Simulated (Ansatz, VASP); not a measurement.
Two plane-wave programs on Ge

```xyz
8
Lattice="7.0580 0.0000 0.0000 0.0000 7.0580 0.0000 0.0000 0.0000 3.7740" Properties=species:S:1:pos:R:3 pbc="T T T"
Ge    0.7285    2.3263    0.9120
Ge    6.3294    4.7316    2.7990
Ge    4.7316    0.7285    3.7425
Ge    2.3263    6.3294    1.8555
Ge    2.3263    0.7285    0.0315
Ge    4.7316    6.3294    1.9185
Ge    6.3294    2.3263    2.8620
Ge    0.7285    4.7316    0.9750
```

Alike in both runs: task single point; functional PBE; k mesh 4 × 4 × 4; occupations gaussian, width 0.1 eV; no spin polarisation.

|  | VASP | Ansatz |
| --- | --- | --- |
| version | VASP 6.6.1 | Ansatz 0.2.0 |
| potentials or method | VASP PAW PBE potentials, release 64 (Ge_d) | scalar-relativistic, plane waves, PAW |
| plane-wave cutoff (eV) | 520 | 420 |
| valence electrons in the cell | 112 | 112 |

|  | VASP | Ansatz | Ansatz less VASP |
| --- | --- | --- | --- |
| gap on the k mesh at the Fermi level (eV) | none | none | - |
| pressure (GPa) | 11.9 | 11.9 | +0.05 |
| largest component of the traceless stress (GPa) | 2.98 | 2.98 | +0.003 |
| rms of the force components (eV/Å) | 0.688 | 0.689 | +0.0012 |

Atom by atom the forces differ by 0.003 eV/Å (rms over components). A gap of «none» marks a metal or a gap that the smearing closes.

Caveats: the k mesh is coarse (spacing up to 0.42 Å⁻¹), so the values aren't converged; forces of over 1 eV/Å show positions far from the minimum, so gaps and moduli don't describe the material at rest.
